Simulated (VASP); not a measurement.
# PbS in VASP: settings compared, part 2 of 2

VASP 6.6.1.

### 4 Work function, PBEsol

INCAR reads:

```
PREC = Accurate
ENCUT = 520
EDIFF = 1E-7
ISMEAR = -1
SIGMA = 0.05
LREAL = False
LASPH = True
NELM = 100
ALGO = Normal
ISIF = 2
LWAVE = False
LCHARG = True
LDIPOL = True
IDIPOL = 3
DIPOL = 0.5 0.5 0.500
GGA = PS
LELF = True
LVHAR = True
LVACPOTAV = True
```

KPOINTS reads:

```
Automatic mesh
0
Gamma
  5 5 1
```

POSCAR reads:

```
PbS
1.0
    4.1299564465      0.0000000000      0.0000000000
    0.0572742723      4.1295592873      0.0000000000
    0.0000000000      0.0000000000     29.9031159404
Pb S
4 4
Direct
    0.0260298216      0.0260298216      0.2508099830
    0.5249223974      0.5249223974      0.3576157736
    0.2096805613      0.2096805613      0.6423842264
    0.7085731371      0.7085731371      0.7491900170
    0.5257681466      0.5257681466      0.2656036579
    0.0251840724      0.0251840724      0.3428220987
    0.7094188862      0.7094188862      0.6571779013
    0.2088348121      0.2088348121      0.7343963421
```

Potentials or basis: VASP PAW PBE potentials, release 64 (Pb_d, S).

Command:

```bash
$ cat potpaw_PBE.64/Pb_d/POTCAR potpaw_PBE.64/S/POTCAR > POTCAR
$ mpirun -np 1 vasp_std > vasp.out
```

OUTCAR:

```text
PREC = Accurate
   ENCUT = 520
   EDIFF = 1E-7
   ISMEAR = -1
   LREAL = False
   LASPH = True
   NELM = 100
   ISIF = 2
   GGA = PS

 ion  position               nearest neighbor table
   1  0.026  0.026  0.251-   6 2.75   5 2.93   5 2.93   5 2.97   5 2.98
   2  0.525  0.525  0.358-   5 2.75   6 2.93   6 2.93   6 2.97   6 2.98
   3  0.210  0.210  0.642-   8 2.75   7 2.93   7 2.93   7 2.97   7 2.98
   4  0.709  0.709  0.749-   7 2.75   8 2.93   8 2.93   8 2.97   8 2.98
   5  0.526  0.526  0.266-   2 2.75   1 2.93   1 2.93   1 2.97   1 2.98
   6  0.025  0.025  0.343-   1 2.75   2 2.93   2 2.93   2 2.97   2 2.98
   7  0.709  0.709  0.657-   4 2.75   3 2.93   3 2.93   3 2.97   3 2.98
   8  0.209  0.209  0.734-   3 2.75   4 2.93   4 2.93   4 2.97   4 2.98

  LATTYP: Found a base centered orthorhombic cell.
 ALAT       =     5.7999999999
 B/A-ratio  =     1.0139655172
 C/A-ratio  =     5.1557096449

  Lattice vectors:

 A1 = (  -0.0572742723,  -4.1295592873,   0.0000000000)
 A2 = (   4.1299564465,   0.0000000000,   0.0000000000)
 A3 = (   0.0000000000,   0.0000000000,  29.9031159404)

Analysis of symmetry for initial positions (statically):
=====================================================================
 Subroutine PRICEL returns:
 Original cell was already a primitive cell.
[... 633 lines left out ...]
     47       4.2823      0.00000
     48       4.3190      0.00000

------------------------ aborting loop because EDIFF is reached ----------------------------------------

  FORCE on cell =-STRESS in cart. coord.  units (eV):
  Direction    XX          YY          ZZ          XY          YZ          ZX
  --------------------------------------------------------------------------------------
  -------------------------------------------------------------------------------------
  Total       -1.4029908     -1.3731720     -5.2991381     -1.0749888      0.0174220      0.0176654
  in kB       -4.4075757     -4.3138983    -16.6475451     -3.3771388      0.0547323      0.0554969
  external PRESSURE =      -8.4563397 kB  Pullay stress =       0.0000000 kB

 VOLUME and BASIS-vectors are now :
 -----------------------------------------------------------------------------
  energy-cutoff  :      520.00
  volume of cell :      509.99
      direct lattice vectors                 reciprocal lattice vectors
     4.129956446  0.000000000  0.000000000     0.242133304 -0.003358230  0.000000000
     0.057274272  4.129559287  0.000000000     0.000000000  0.242156591  0.000000000
     0.000000000  0.000000000 29.903115940     0.000000000  0.000000000  0.033441331

 POSITION                                       TOTAL-FORCE (eV/Angst)
 -----------------------------------------------------------------------------------
      0.10899      0.10749      7.50000        -0.000908     -0.000896      0.677334
      2.19797      2.16770     10.69383         0.000484      0.000478     -0.678047
      0.87798      0.86589     19.20929        -0.000484     -0.000478      0.678047
      2.96696      2.92609     22.40312         0.000908      0.000896     -0.677334
      2.20151      2.17119      7.94238        -0.002895     -0.002855      0.189165
      0.10545      0.10400     10.25145         0.002890      0.002850     -0.189238
      2.97050      2.92959     19.65167        -0.002890     -0.002850      0.189238
      0.87444      0.86240     21.96074         0.002895      0.002855     -0.189165
 -----------------------------------------------------------------------------------
    total drift:                               -0.000002     -0.000002      0.000011

  FREE ENERGIE OF THE ION-ELECTRON SYSTEM (eV)
  ---------------------------------------------------
  free  energy   TOTEN  =       -36.8269232931 eV

  energy  without entropy=      -36.8269220222  energy(sigma->0) =      -36.82692266

 vacuum level on the upper side and lower side of the slab         3.744         3.744
```

OSZICAR:

```text
N       E                     dE             d eps       ncg     rms          rms(c)
DAV:   1     0.837348410050E+03    0.83735E+03   -0.33794E+04   896   0.143E+03
DAV:   2     0.772740477310E+02   -0.76007E+03   -0.73762E+03   984   0.387E+02
DAV:   3    -0.334582809757E+02   -0.11073E+03   -0.10712E+03  1160   0.181E+02
DAV:   4    -0.390004052547E+02   -0.55421E+01   -0.55173E+01  1032   0.474E+01
[... 16 lines left out ...]
DAV:  21    -0.368269136526E+02   -0.13440E-04   -0.60230E-07   744   0.415E-03    0.196E-03
DAV:  22    -0.368269198948E+02   -0.62422E-05   -0.25681E-07   752   0.245E-03    0.801E-04
DAV:  23    -0.368269227284E+02   -0.28337E-05   -0.14123E-07   680   0.118E-03    0.402E-04
DAV:  24    -0.368269232240E+02   -0.49561E-06   -0.32930E-08   600   0.942E-04    0.232E-04
DAV:  25    -0.368269232931E+02   -0.69081E-07   -0.15562E-08   584   0.119E-03
   1 F= -.36826923E+02 E0= -.36826923E+02  d E =-.127092E-05
```

stdout:

```text
POSCAR found type information on POSCAR PbS
 POSCAR found :  2 types and       8 ions
 scaLAPACK will be used
 -----------------------------------------------------------------------------
|                                                                             |
[... 23 lines left out ...]
|     field-free region was found. Please increase the size of  your cell     |
|     in the dimension of the dipole correction to obtain accurate            |
|     workfunction values.                                                    |
|                                                                             |
 -----------------------------------------------------------------------------
```

It took 3 min on 1 thread of AMD EPYC 9R45 (Zen 5), shared host; peak memory 0.57 GiB.

What came out:

* Free energy: -36.8269 eV
* Largest force: 0.678 eV/Å
* Band gap on the k mesh: 1.26 eV, indirect (least direct gap 1.27 eV)
* Ionisation potential of the upper face: 4.14 eV

Forces in eV/Å, atoms in the order of the input:
```
Pb  -0.001 -0.001  0.677
Pb   0.000  0.000 -0.678
Pb   0.000  0.000  0.678
Pb   0.001  0.001 -0.677
S   -0.003 -0.003  0.189
S    0.003  0.003 -0.189
S   -0.003 -0.003  0.189
S    0.003  0.003 -0.189
```

Caveat: the PAW data sets were made with another functional, which shifts forces and pressure a little; spin-orbit coupling is left out, which as a rule narrows the gap of such compounds by several tenths of an eV.

### 5 Work function, RPBE

Edit INCAR of step 4 so:

```diff
@@ -15,3 +15,3 @@
 DIPOL = 0.5 0.5 0.500
-GGA = PS
+GGA = RP
 LELF = True
```

KPOINTS is that of step 4.

POSCAR is that of step 4.

Potentials or basis: VASP PAW PBE potentials, release 64 (Pb_d, S).

Command:

```bash
$ cat potpaw_PBE.64/Pb_d/POTCAR potpaw_PBE.64/S/POTCAR > POTCAR
$ mpirun -np 1 vasp_std > vasp.out
```

OUTCAR:

```text
PREC = Accurate
   ENCUT = 520
   EDIFF = 1E-7
   ISMEAR = -1
   LREAL = False
   LASPH = True
   NELM = 100
   ISIF = 2
   GGA = RP

 ion  position               nearest neighbor table
   1  0.026  0.026  0.251-   6 2.75   5 2.93   5 2.93   5 2.97   5 2.98
   2  0.525  0.525  0.358-   5 2.75   6 2.93   6 2.93   6 2.97   6 2.98
   3  0.210  0.210  0.642-   8 2.75   7 2.93   7 2.93   7 2.97   7 2.98
   4  0.709  0.709  0.749-   7 2.75   8 2.93   8 2.93   8 2.97   8 2.98
   5  0.526  0.526  0.266-   2 2.75   1 2.93   1 2.93   1 2.97   1 2.98
   6  0.025  0.025  0.343-   1 2.75   2 2.93   2 2.93   2 2.97   2 2.98
   7  0.709  0.709  0.657-   4 2.75   3 2.93   3 2.93   3 2.97   3 2.98
   8  0.209  0.209  0.734-   3 2.75   4 2.93   4 2.93   4 2.97   4 2.98

  LATTYP: Found a base centered orthorhombic cell.
 ALAT       =     5.7999999999
[... 660 lines left out ...]
 -----------------------------------------------------------------------------
  energy-cutoff  :      520.00
  volume of cell :      509.99
      direct lattice vectors                 reciprocal lattice vectors
     4.129956446  0.000000000  0.000000000     0.242133304 -0.003358230  0.000000000
     0.057274272  4.129559287  0.000000000     0.000000000  0.242156591  0.000000000
     0.000000000  0.000000000 29.903115940     0.000000000  0.000000000  0.033441331

 POSITION                                       TOTAL-FORCE (eV/Angst)
 -----------------------------------------------------------------------------------
      0.10899      0.10749      7.50000        -0.001123     -0.001108      0.263503
      2.19797      2.16770     10.69383         0.000687      0.000678     -0.264158
      0.87798      0.86589     19.20929        -0.000687     -0.000678      0.264158
      2.96696      2.92609     22.40312         0.001123      0.001108     -0.263503
      2.20151      2.17119      7.94238        -0.002631     -0.002595     -0.014957
      0.10545      0.10400     10.25145         0.002627      0.002591      0.014855
      2.97050      2.92959     19.65167        -0.002627     -0.002591     -0.014855
      0.87444      0.86240     21.96074         0.002631      0.002595      0.014957
 -----------------------------------------------------------------------------------
    total drift:                               -0.000002     -0.000002      0.000012

  FREE ENERGIE OF THE ION-ELECTRON SYSTEM (eV)
  ---------------------------------------------------
  free  energy   TOTEN  =       -31.9622801783 eV

  energy  without entropy=      -31.9622788949  energy(sigma->0) =      -31.96227954

 vacuum level on the upper side and lower side of the slab         3.749         3.749
```

OSZICAR:

```text
N       E                     dE             d eps       ncg     rms          rms(c)
DAV:   1     0.841277494386E+03    0.84128E+03   -0.33807E+04   896   0.143E+03
DAV:   2     0.826678768973E+02   -0.75861E+03   -0.73550E+03   984   0.387E+02
DAV:   3    -0.288983865337E+02   -0.11157E+03   -0.10821E+03  1160   0.181E+02
DAV:   4    -0.345035197607E+02   -0.56051E+01   -0.55816E+01  1032   0.480E+01
[... 17 lines left out ...]
DAV:  22    -0.319622768414E+02   -0.12367E-04   -0.82969E-07   696   0.338E-03    0.504E-04
DAV:  23    -0.319622789887E+02   -0.21474E-05   -0.13118E-07   728   0.177E-03    0.616E-04
DAV:  24    -0.319622800307E+02   -0.10420E-05   -0.62380E-08   584   0.128E-03    0.286E-04
DAV:  25    -0.319622801714E+02   -0.14063E-06   -0.20885E-08   568   0.760E-04    0.170E-04
DAV:  26    -0.319622801783E+02   -0.68858E-08   -0.11374E-08   632   0.612E-04
   1 F= -.31962280E+02 E0= -.31962280E+02  d E =-.128332E-05
```

stdout:

```text
POSCAR found type information on POSCAR PbS
 POSCAR found :  2 types and       8 ions
 scaLAPACK will be used
 -----------------------------------------------------------------------------
|                                                                             |
[... 23 lines left out ...]
|     field-free region was found. Please increase the size of  your cell     |
|     in the dimension of the dipole correction to obtain accurate            |
|     workfunction values.                                                    |
|                                                                             |
 -----------------------------------------------------------------------------
```

Wall time 3.1 min (1 thread of AMD EPYC 9R45 (Zen 5), shared host); peak memory 0.55 GiB.

What came out:

* Free energy: -31.9623 eV
* Largest force: 0.264 eV/Å
* Band gap on the k mesh: 1.25 eV, indirect (least direct gap 1.28 eV)
* Ionisation potential of the upper face: 3.94 eV

Forces on the atoms (eV/Å):
```
Pb  -0.001 -0.001  0.264
Pb   0.001  0.001 -0.264
Pb  -0.001 -0.001  0.264
Pb   0.001  0.001 -0.264
S   -0.003 -0.003 -0.015
S    0.003  0.003  0.015
S   -0.003 -0.003 -0.015
S    0.003  0.003  0.015
```

Levels at points of the mesh, in eV from the valence-band top:
```tsv
k point	band 37	band 38	band 39	band 40	band 41	band 42	band 43	band 44
(0.00, 0.00, 0.00)	-1.33	-1.33	-0.03	-0.03	1.25	1.34	2.93	3.35
```

Caveat: the PAW data sets were made with another functional, which shifts forces and pressure a little; spin-orbit coupling is left out, which as a rule narrows the gap of such compounds by several tenths of an eV.

### 6 Overview

```csv
level,potentials or basis,gap on the mesh (eV),largest force (eV/Å)
LDA,"VASP PAW LDA potentials, release 64 (Pb_d, S)",1.19,0.82
PBE,"VASP PAW PBE potentials, release 64 (Pb_d, S)",1.25,0.41
PBEsol,"VASP PAW PBE potentials, release 64 (Pb_d, S)",1.26,0.68
RPBE,"VASP PAW PBE potentials, release 64 (Pb_d, S)",1.25,0.26
```

Alike in all rows: task work function; no spin polarisation; cell as given; k mesh 5 × 5 × 1; cutoff (eV) 520; smearing fermi-dirac 0.05 eV.

Caveats: spin-orbit coupling is left out, which as a rule narrows the gap of such compounds by several tenths of an eV; the PAW data sets were made with another functional, which shifts forces and pressure a little (some runs).

Absolute energies hang on the potentials; compare differences alone.
